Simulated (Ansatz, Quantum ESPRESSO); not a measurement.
# NaH (Fm-3m): phonons by linear response, part 2 of 4

How does NaH (Fm-3m) vibrate, and is this structure a minimum?

Quantum ESPRESSO 7.5; DFT PBE, scalar-relativistic, plane waves, SSSP efficiency pseudopotentials.

So far. Step 2 (A first look): A gap of 3.8 eV opens on this mesh, so the crystal is taken as an insulator; the start stands at -0.46 GPa. Step 4 (Ground state): The cell stands at 0.004 GPa, close enough for phonons. The relaxed cell has a = 4.837 Å (conventional setting).

**5. Linear response on the mesh**

Linear response treats each wavevector in the unit cell, with no supercell; the 4×4×4 mesh fixes the range of the force constants to be had.

ph.in

```
phonons
&INPUTPH
  prefix = 'x'
  outdir = './tmp'
  fildyn = 'x.dyn'
  tr2_ph = 1.0d-18
  epsil  = .true.
  ldisp  = .true.
  nq1    = 4
  nq2    = 4
  nq3    = 4
/
```

Run with:

```bash
$ OMP_NUM_THREADS=1 mpirun -n 4 ph.x -nk 4 -in ph.in > ph.out
```

Numbers of over 12 decimals in the logs are rounded to 6 here.

The log of the run:

```text
[banners, grids, parts of the stress and lines that vanish by symmetry left out]
[banner, memory and clock lines left out]
Program PHONON v.7.5

[...]
Exchange-correlation= PBE
                           (   1   4   3   4   0   0   0)
[...]
(   8 q-points):
[...]
kinetic-energy cut-off    =      60.0000  Ry
     charge density cut-off    =     480.0000  Ry
     convergence threshold     =      1.0E-18
[...]
Exchange-correlation= PBE
                           (   1   4   3   4   0   0   0)
[...]
q = (   0.0000000   0.0000000   0.0000000 )
     49 Sym.Ops. (with q -> -q+G )
     G cutoff = 1016.0063  (  34015 G-vectors)     FFT grid: ( 45, 45, 45)
     G cutoff =  508.0031  (  12039 G-vectors)  smooth grid: ( 32, 32, 32)
     number of k points=    29
[...]
Mode symmetry, O_h (m-3m)  point group:
[...]
Dielectric constant
[...]
End of electric fields calculation
          Dielectric constant in cartesian axis
          (       3.131587339       0.000000000       0.000000000 )
          (       0.000000000       3.131587339      -0.000000000 )
          (       0.000000000      -0.000000000       3.131587339 )
          Effective charges (d Force / dE) in cartesian axis without acoustic sum rule applied (asr)
           atom    1  Na    Mean Z*:        0.97429
      Ex  (        0.97429        0.00000       -0.00000 )
      Ey  (        0.00000        0.97429        0.00000 )
      Ez  (       -0.00000        0.00000        0.97429 )
           atom    2  H     Mean Z*:       -0.97511
      Ex  (       -0.97511        0.00000        0.00000 )
      Ey  (        0.00000       -0.97511       -0.00000 )
      Ez  (        0.00000       -0.00000       -0.97511 )
          Effective charges Sum: Mean:       -0.00083
[...]
Effective charges (d Force / dE) in cartesian axis with asr applied:
           atom    1  Na    Mean Z*:        0.97470
[...]
atom    2  H     Mean Z*:       -0.97470
[...]
Representation #   1 modes #   1   2   3
[...]
End of self-consistent calculation
     Convergence has been achieved
     Representation #   2 modes #   4   5   6
[...]
End of self-consistent calculation
     Convergence has been achieved
[...]
Dielectric constant in cartesian axis
          (       3.131587339       0.000000000       0.000000000 )
          (       0.000000000       3.131587339      -0.000000000 )
          (       0.000000000      -0.000000000       3.131587339 )
          Effective charges (d Force / dE) in cartesian axis without acoustic sum rule applied (asr)
           atom    1  Na    Mean Z*:        0.97429
      Ex  (        0.97429        0.00000       -0.00000 )
      Ey  (        0.00000        0.97429        0.00000 )
      Ez  (       -0.00000        0.00000        0.97429 )
           atom    2  H     Mean Z*:       -0.97511
      Ex  (       -0.97511        0.00000        0.00000 )
      Ey  (        0.00000       -0.97511       -0.00000 )
      Ez  (        0.00000       -0.00000       -0.97511 )
          Effective charges Sum: Mean:       -0.00083
[...]
Effective charges (d Force / dE) in cartesian axis with asr applied:
           atom    1  Na    Mean Z*:        0.97470
[...]
atom    2  H     Mean Z*:       -0.97470
[...]
Effective charges (d P / du) in cartesian axis
[...]
q = (    0.000000000   0.000000000   0.000000000 )
[...]
freq (    1) =      -0.077071 [THz] =      -2.570818 [cm-1]
     freq (    2) =      -0.077071 [THz] =      -2.570818 [cm-1]
     freq (    3) =      -0.077071 [THz] =      -2.570818 [cm-1]
     freq (    4) =      14.764007 [THz] =     492.474250 [cm-1]
     freq (    5) =      14.764007 [THz] =     492.474250 [cm-1]
     freq (    6) =      14.764007 [THz] =     492.474250 [cm-1]
[...]
Mode symmetry, O_h (m-3m)  point group:
     freq (   1-   3) =         -2.6  [cm-1]   --> T_1u G_15  G_4- I
     freq (   4-   6) =        492.5  [cm-1]   --> T_1u G_15  G_4- I
[...]
Mode symmetry, C_3v (3m)   point group:
[...]
Representation #   1 mode #   1
[...]
End of self-consistent calculation
     Convergence has been achieved
     Representation #   2 mode #   2
[...]
End of self-consistent calculation
     Convergence has been achieved
     Representation #   3 modes #   3   4
[...]
Convergence has been achieved
     Representation #   4 modes #   5   6
[...]
Convergence has been achieved
[...]
q = (   -0.250000000   0.250000000  -0.250000000 )
[...]
freq (    1) =       2.673169 [THz] =      89.167306 [cm-1]
     freq (    2) =       2.673169 [THz] =      89.167306 [cm-1]
     freq (    3) =       4.956927 [THz] =     165.345295 [cm-1]
     freq (    4) =      15.928976 [THz] =     531.333440 [cm-1]
     freq (    5) =      15.928976 [THz] =     531.333440 [cm-1]
     freq (    6) =      26.557589 [THz] =     885.865825 [cm-1]
[...]
Mode symmetry, C_3v (3m)   point group:
     freq (   1-   2) =         89.2  [cm-1]   --> E    L_3
     freq (   3-   3) =        165.3  [cm-1]   --> A_1  L_1
     freq (   4-   5) =        531.3  [cm-1]   --> E    L_3
     freq (   6-   6) =        885.9  [cm-1]   --> A_1  L_1
[...]
Mode symmetry, D_3d (-3m)  point group:
[...]
Representation #   1 mode #   1
[...]
Convergence has been achieved
     Representation #   2 modes #   2   3
[...]
Convergence has been achieved
     Representation #   3 mode #   4
[...]
Convergence has been achieved
     Representation #   4 modes #   5   6
[...]
Convergence has been achieved
[...]
q = (    0.500000000  -0.500000000   0.500000000 )
[...]
freq (    1) =       3.576969 [THz] =     119.314846 [cm-1]
     freq (    2) =       3.576969 [THz] =     119.314846 [cm-1]
[...]
Mode symmetry, D_3d (-3m)  point group:
     freq (   1-   2) =        119.3  [cm-1]   --> E_u  L_3'
     freq (   3-   3) =        236.6  [cm-1]   --> A_2u L_2'
     freq (   4-   5) =        565.5  [cm-1]   --> E_g  L_3
     freq (   6-   6) =        880.5  [cm-1]   --> A_1g L_1
[...]
Mode symmetry, C_4v (4mm)  point group:
[...]
Convergence has been achieved
[...]
Convergence has been achieved
[...]
Convergence has been achieved
[...]
Convergence has been achieved
[...]
q = (    0.000000000   0.500000000   0.000000000 )
[...]
Mode symmetry, C_4v (4mm)  point group:
     freq (   1-   2) =        106.4  [cm-1]   --> E    G_5 D_5
     freq (   3-   3) =        158.7  [cm-1]   --> A_1  G_1 D_1
     freq (   4-   5) =        591.2  [cm-1]   --> E    G_5 D_5
     freq (   6-   6) =        863.6  [cm-1]   --> A_1  G_1 D_1
[...]
Mode symmetry, C_s (m)     point group:
[...]
q = (    0.750000000  -0.250000000   0.750000000 )
[...]
Mode symmetry, C_s (m)     point group:
     freq (   1-   1) =        128.0  [cm-1]   --> A''
     freq (   2-   2) =        149.2  [cm-1]   --> A'
     freq (   3-   3) =        200.1  [cm-1]   --> A'
     freq (   4-   4) =        618.2  [cm-1]   --> A''
     freq (   5-   5) =        677.1  [cm-1]   --> A'
     freq (   6-   6) =        834.9  [cm-1]   --> A'
[...]
Mode symmetry, C_2v (mm2)  point group:
[...]
q = (    0.500000000   0.000000000   0.500000000 )
[...]
Mode symmetry, C_2v (mm2)  point group:
     freq (   1-   1) =        117.4  [cm-1]   --> B_1  D_3  S_3
     freq (   2-   2) =        149.3  [cm-1]   --> B_2  D_4  S_4
     freq (   3-   3) =        193.1  [cm-1]   --> A_1  D_1  S_1
     freq (   4-   4) =        560.7  [cm-1]   --> B_1  D_3  S_3
     freq (   5-   5) =        678.0  [cm-1]   --> B_2  D_4  S_4
     freq (   6-   6) =        843.7  [cm-1]   --> A_1  D_1  S_1
[...]
Mode symmetry, D_4h(4/mmm) point group:
[...]
Convergence has been achieved
[...]
Convergence has been achieved
[...]
Convergence has been achieved
[...]
Convergence has been achieved
[...]
q = (    0.000000000  -1.000000000   0.000000000 )
[...]
freq (    5) =      19.966550 [THz] =     666.012410 [cm-1]
     freq (    6) =      25.148727 [THz] =     838.871224 [cm-1]
[...]
Mode symmetry, D_4h(4/mmm) point group:
     freq (   1-   2) =        137.2  [cm-1]   --> E_u  X_5' M_5'
     freq (   3-   3) =        198.7  [cm-1]   --> A_2u X_4' M_4'
     freq (   4-   5) =        666.0  [cm-1]   --> E_u  X_5' M_5'
     freq (   6-   6) =        838.9  [cm-1]   --> A_2u X_4' M_4'
[...]
Mode symmetry, D_2d (-42m) point group:
[...]
Representation #   1 mode #   1
[...]
Convergence has been achieved
     Representation #   2 mode #   2
[...]
Convergence has been achieved
     Representation #   3 modes #   3   4
[...]
End of self-consistent calculation
     Convergence has been achieved
     Representation #   4 modes #   5   6
[...]
End of self-consistent calculation
     Convergence has been achieved
[...]
q = (   -0.500000000  -1.000000000   0.000000000 )
[...]
freq (    1) =       4.504171 [THz] =     150.242989 [cm-1]
     freq (    2) =       5.240455 [THz] =     174.802755 [cm-1]
     freq (    3) =       5.240455 [THz] =     174.802755 [cm-1]
     freq (    4) =      20.215178 [THz] =     674.305767 [cm-1]
     freq (    5) =      22.695554 [THz] =     757.042183 [cm-1]
     freq (    6) =      22.695554 [THz] =     757.042183 [cm-1]
[...]
Mode symmetry, D_2d (-42m) point group:
     freq (   1-   1) =        150.2  [cm-1]   --> B_2  X_3  W_2
     freq (   2-   3) =        174.8  [cm-1]   --> E    X_5  W_3
     freq (   4-   4) =        674.3  [cm-1]   --> A_1  X_1  W_1
     freq (   5-   6) =        757.0  [cm-1]   --> E    X_5  W_3
```

Wall time 3.5 min (4 MPI ranks of AMD EPYC 9R45, shared host); 14 min of CPU time.

Read from the output:

```
miss of the charge sum rule                                        : 8.20e-4 e
largest acoustic frequency at the zone centre before the sum rule  : -2.57 cm⁻¹
highest optical zone-centre mode (no LO-TO term)                   : 492.5 cm⁻¹
lowest optical zone-centre mode                                    : 492.5 cm⁻¹
mean high-frequency dielectric constant                            : 3.132
largest Born charge in size (third of the trace)                   : 0.9751 e
lowest mode on the q mesh (acoustic ones at the zone centre apart) : 89.17 cm⁻¹
```

Frequencies (cm⁻¹) at each irreducible wavevector; negative means imaginary. Frequencies by wavevector:

| q (fractions) | star | mode 1 | mode 2 | mode 3 | mode 4 | mode 5 | mode 6 |
| --- | --- | --- | --- | --- | --- | --- | --- |
| 0 0 0 | 1 | -2.57 | -2.57 | -2.57 | 492.5 | 492.5 | 492.5 |
| 0 0 0.25 | 8 | 89.17 | 89.17 | 165.3 | 531.3 | 531.3 | 885.9 |
| 0 0 -0.5 | 4 | 119.3 | 119.3 | 236.6 | 565.5 | 565.5 | 880.5 |
| 0 0.25 0.25 | 6 | 106.4 | 106.4 | 158.7 | 591.2 | 591.2 | 863.6 |
| 0 0.25 -0.5 | 24 | 128 | 149.2 | 200.1 | 618.2 | 677.1 | 834.9 |
| 0 0.25 -0.25 | 12 | 117.3 | 149.3 | 193.1 | 560.7 | 678 | 843.7 |
| 0 -0.5 -0.5 | 3 | 137.2 | 137.2 | 198.7 | 666 | 666 | 838.9 |
| 0.25 -0.5 -0.25 | 6 | 150.2 | 174.8 | 174.8 | 674.3 | 757 | 757 |

Born charge (rows field, columns displacement), before the sum rule (e), principal values of the symmetric part by kind of site:

| atom | atoms with these values | low | middle | high | mean |
| --- | --- | --- | --- | --- | --- |
| Na1 | 1 | 0.9743 | 0.9743 | 0.9743 | 0.9743 |
| H2 | 1 | -0.9751 | -0.9751 | -0.9751 | -0.9751 |

In full for Na1:

```
0.9743 0.0000 0.0000
0.0000 0.9743 0.0000
0.0000 0.0000 0.9743
```

High-frequency dielectric tensor:

```
3.13 0.00 0.00
0.00 3.13 0.00
0.00 0.00 3.13
```

The acoustic modes at Γ come out as far as 2.6 cm⁻¹ from zero, where they should vanish, a small numerical error; the Born charges miss their sum rule by 8.2e-4 e, which is good.

**6. Fourier transform to real space**

The dynamical matrices of the mesh are Fourier-transformed to force constants in real space, after the long-range dipole part is taken out.

q2r.in

```
&INPUT
  fildyn = 'x.dyn'
  zasr   = 'simple'
  flfrc  = 'x.fc'
/
```

Run with:

```bash
$ q2r.x < q2r.in > q2r.out
```

The log of the run:

```text
[banners, grids, parts of the stress and lines that vanish by symmetry left out]
[banner, memory and clock lines left out]
Program Q2R v.7.5

  reading grid info from file x.dyn0

  reading force constants from file x.dyn1
 macroscopic fields = T
   3.13159   0.00000   0.00000
   0.00000   3.13159  -0.00000
[...]
na=            1
[...]
na=            2
[...]
0.00000  -0.97511  -0.00000
   0.00000  -0.00000  -0.97511
  alpha Ewald:    2.116680
  nqs=            1
 q=   0.00000000  0.00000000  0.00000000
  reading force constants from file x.dyn2
  alpha Ewald:    2.116680
  nqs=            8
 q=  -0.25000000  0.25000000 -0.25000000
[...]
reading force constants from file x.dyn7
  alpha Ewald:    2.116680
  nqs=            3
[...]
reading force constants from file x.dyn8
  alpha Ewald:    2.116680
  nqs=            6
[...]
q=  -1.00000000 -0.50000000  0.00000000
 q=   0.00000000 -0.50000000 -1.00000000

      q-space grid ok, #points =   64

      fft-check success (sum of imaginary terms < 10^-12)
```

It took 0.62 s on 1 thread.

**7. Dispersion**

From the force constants any wavevector is cheap; points of the mesh come back as solved, but for the sum rule and, in polar crystals, the LO-TO term at Γ; the rest is interpolation.

matdyn.in

```
&INPUT
  asr              = 'simple'
  flfrc            = 'x.fc'
  flfrq            = 'x.freq'
  flvec            = 'x.modes'
  q_in_band_form   = .true.
  q_in_cryst_coord = .true.
/
8
  0.0000000   0.0000000   0.0000000  12  ! GAMMA
  0.0000000   0.5000000   0.5000000  12  ! X
  0.0000000   0.6250000   0.3750000   1  ! U
 -0.3750000   0.3750000  -0.0000000  12  ! K
  0.0000000   0.0000000   0.0000000  12  ! GAMMA
  0.0000000   0.5000000  -0.0000000  12  ! L
 -0.2500000   0.5000000   0.2500000  12  ! W
  0.0000000   0.5000000   0.5000000   1  ! X
```

Run with:

```bash
$ matdyn.x -in matdyn.in > matdyn.out
```

The log of the run:

```text
[banner, memory and clock lines left out]
Program MATDYN v.7.5

 mass for atomic type   1 not given; uses mass from file x.fc
 mass for atomic type   2 not given; uses mass from file x.fc
```

Wall time 0.6 s (1 thread).

Numbers from this step:

| Item | Value |
| --- | --- |
| lowest frequency on the path | 0 cm⁻¹ |

Matdyn.x, sum rule simple. The phonon branches at the labelled points (cm⁻¹):

| point | branch 1 | branch 2 | branch 3 | branch 4 | branch 5 | branch 6 |
| --- | --- | --- | --- | --- | --- | --- |
| Γ | 0 | 0 | 0 | 492 | 492 | 888 |
| halfway | 106 | 106 | 159 | 591 | 591 | 864 |
| X | 137 | 137 | 199 | 666 | 666 | 839 |
| halfway | 136 | 149 | 196 | 657 | 690 | 827 |
| U | 134 | 172 | 186 | 631 | 745 | 794 |
| jump to K | 134 | 172 | 186 | 631 | 745 | 794 |
| halfway | 99 | 123 | 174 | 533 | 609 | 868 |
| Γ | 0 | 0 | 0 | 492 | 492 | 888 |
| halfway | 89 | 89 | 165 | 531 | 531 | 886 |
| L | 119 | 119 | 237 | 566 | 566 | 880 |
| halfway | 129 | 149 | 209 | 602 | 679 | 836 |
| W | 150 | 175 | 175 | 674 | 757 | 757 |
| halfway | 144 | 151 | 193 | 670 | 693 | 816 |
| X | 137 | 137 | 199 | 666 | 666 | 839 |

The phonon branches as a text plot (rows in cm⁻¹):

```
    870 |*********             **********************
    833 |         *******    **                      **       ***
    796 |                *  *                          **   **
    759 |                 ***                            ***
    722 |               **   *                         **   *
    685 |             **      *                       *   *******
    648 |        *********     *                     *  **      *
    611 |       *         ***   *                   * **
    574 |     **             **  *             *******
    537 |   **                 *****       ****
    500 |***                      *********
    463 |
    426 |
    389 |
    352 |
    315 |
    278 |
    241 |                                       *****
    204 |         ********  ****             ***     ****    ****
    167 |      ***      ******* **          *         ********
    130 |    ** ***************** *       **   ***********   ****
     93 |   ****               *****     * ****
     56 |  **                     ***   ***
     19 |**                          ****
         Γ           X  U|K            Γ         L        W     X
```

All branches are real along the path.

**8. Density of states**

Sums over the zone need many more wavevectors than were solved, so the interpolation is sampled on a dense mesh.

matdyn.in

```
&INPUT
  asr    = 'simple'
  flfrc  = 'x.fc'
  dos    = .true.
  fldos  = 'x.dos'
  nk1    = 16
  nk2    = 16
  nk3    = 16
  deltaE = 1.0
/
```

Run with:

```bash
$ matdyn.x -in matdyn.in > matdyn.out
```

The log of the run:

```text
[banner, memory and clock lines left out]
Program MATDYN v.7.5

 mass for atomic type   1 not given; uses mass from file x.fc
 mass for atomic type   2 not given; uses mass from file x.fc
```

Elapsed: 5.8 s, on 1 thread.

Read from the output:

```
share of modes beyond 3i cm⁻¹ on the dense interpolated mesh : 0
zero-point energy per atom                                   : 78.46 meV
heat capacity at 300 K                                       : 17.34 J/(mol atoms K)
vibrational entropy at 300 K                                 : 19.64 J/(mol atoms K)
```

The phonon density of states has structure finer than the step of the table below, so its rows give means over 20 cm⁻¹, whole bins alone (the curve runs from 0 to 885 cm⁻¹). Peaks (cm⁻¹: height): total 135.0: 0.0457, 195.0: 0.0429, 570.0: 0.0127, 875.0: 0.0145; H 570.0: 0.0127, 875.0: 0.0143; Na 135.0: 0.0456, 195.0: 0.0428.

Tetrahedra. Table of phonon density of states by wavenumber; means over each step; values in 1/cm⁻¹/cell:

| wavenumber (cm⁻¹) | total | H | Na |
| --- | --- | --- | --- |
| 20 | 1.0e-4 | 1.3e-6 | 1.0e-4 |
| 40 | 7.0e-4 | 2.4e-5 | 6.7e-4 |
| 60 | 0.00200 | 6.0e-5 | 0.00194 |
| 80 | 0.00479 | 1.0e-4 | 0.00469 |
| 100 | 0.0117 | 1.4e-4 | 0.0115 |
| 120 | 0.0342 | 1.5e-4 | 0.0341 |
| 140 | 0.0341 | 1.1e-4 | 0.0340 |
| 160 | 0.0174 | 6.8e-5 | 0.0173 |
| 180 | 0.0145 | 8.5e-5 | 0.0144 |
| 200 | 0.0241 | 8.3e-5 | 0.0240 |
| 220 | 0.00586 | 1.9e-5 | 0.00584 |
| 240 | 4.2e-4 | 0 | 4.2e-4 |
| 260 | 0 | 0 | 0 |
| 280 | 0 | 0 | 0 |
| 300 | 0 | 0 | 0 |
| 320 | 0 | 0 | 0 |
| 340 | 0 | 0 | 0 |
| 360 | 0 | 0 | 0 |
| 380 | 0 | 0 | 0 |
| 400 | 0 | 0 | 0 |
| 420 | 0 | 0 | 0 |
| 440 | 0 | 0 | 0 |
| 460 | 0 | 0 | 0 |
| 480 | 0 | 0 | 0 |
| 500 | 0.00122 | 0.00117 | 4.0e-5 |
| 520 | 0.00358 | 0.00349 | 8.6e-5 |
| 540 | 0.00592 | 0.00584 | 8.1e-5 |
| 560 | 0.00961 | 0.00954 | 7.0e-5 |
| 580 | 0.0125 | 0.0125 | 5.4e-5 |
| 600 | 0.0121 | 0.0120 | 4.4e-5 |
| 620 | 0.0118 | 0.0117 | 3.6e-5 |
| 640 | 0.0117 | 0.0117 | 3.0e-5 |
| 660 | 0.0106 | 0.0106 | 2.6e-5 |
| 680 | 0.00641 | 0.00640 | 1.1e-5 |
| 700 | 0.00571 | 0.00570 | 8.7e-6 |
| 720 | 0.00492 | 0.00492 | 0 |
| 740 | 0.00357 | 0.00357 | 0 |
| 760 | 4.0e-4 | 4.0e-4 | 0 |
| 780 | 0.00180 | 0.00180 | 0 |
| 800 | 0.00528 | 0.00528 | 0 |
| 820 | 0.00848 | 0.00847 | 1.0e-5 |
| 840 | 0.0113 | 0.0113 | 3.3e-5 |
| 860 | 0.0128 | 0.0127 | 1.0e-4 |

Harmonic thermodynamic functions per atom, summed over the density of states scaled to three modes an atom; melting is ignored. Thermodynamic functions:

| T (K) | F_vib (meV/atom) | S (J/mol-atom/K) | C_V (J/mol-atom/K) |
| --- | --- | --- | --- |
| 0 | 78.46 | 0 | 0 |
| 50 | 78.29 | 1.36 | 3.695 |
| 100 | 76.47 | 5.703 | 8.736 |
| 200 | 66.43 | 13.37 | 13.65 |
| 300 | 49.23 | 19.64 | 17.34 |
| 400 | 26.02 | 24.99 | 19.76 |
| 500 | -2.31 | 29.58 | 21.28 |
| 600 | -35.07 | 33.55 | 22.25 |
| 700 | -71.68 | 37.03 | 22.89 |
| 800 | -111.7 | 40.12 | 23.33 |
| 900 | -154.7 | 42.88 | 23.65 |
| 1000 | -200.5 | 45.39 | 23.88 |

At 300 K the heat capacity has reached 70 % of the Dulong-Petit value.

[end of part 2 of 4]

[Host names and launcher messages were left out of these logs when they were recorded.]

[Logs are printed without paths, hosts, clocks, repeated set-up lines and the standing remarks that a program may print on its own settings, such as how far it seeks lower states.]

[Hosts, paths, dates, database ids (printed as entryN), source tags and the programs' standing remarks are cut or masked in the printed files.]
